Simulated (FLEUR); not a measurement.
The system is CdF2.

```
CELL_PARAMETERS angstrom
0.00000 2.69400 2.69400
2.69400 0.00000 2.69400
2.69400 2.69400 0.00000
ATOMIC_POSITIONS crystal
Cd 0.00000 0.00000 0.00000
F 0.75000 0.75000 0.75000
F 0.25000 0.25000 0.25000
```

Base run:

```yaml
Program: FLEUR MaX-R8.1 (later development tree)
Functional: r2SCAN
Potentials_or_basis: all-electron
Basis: FLAPW
Kmax: 4.47 1/bohr
k_mesh: 9 × 9 × 9
Occupations: fermi-dirac, width 0.05 eV
Spin: no spin polarisation
```

Its results: band gap on the k mesh 3.85 eV, indirect (least direct gap 4.34 eV).

Q: The run is repeated on the same cell with these changes: functional from r2SCAN to LDA. What comes out?

A: Band gap on the k mesh 2.82 eV, indirect (least direct gap 3.27 eV).

r2SCAN gives the wider gap, since meta-GGAs in the generalised Kohn-Sham scheme recover part of the derivative discontinuity.

Caveats: the meta-GGA is that of a development version, with a GGA for the radial functions and cores and without core tails (some runs).

Not every run made on this cell is shown here.
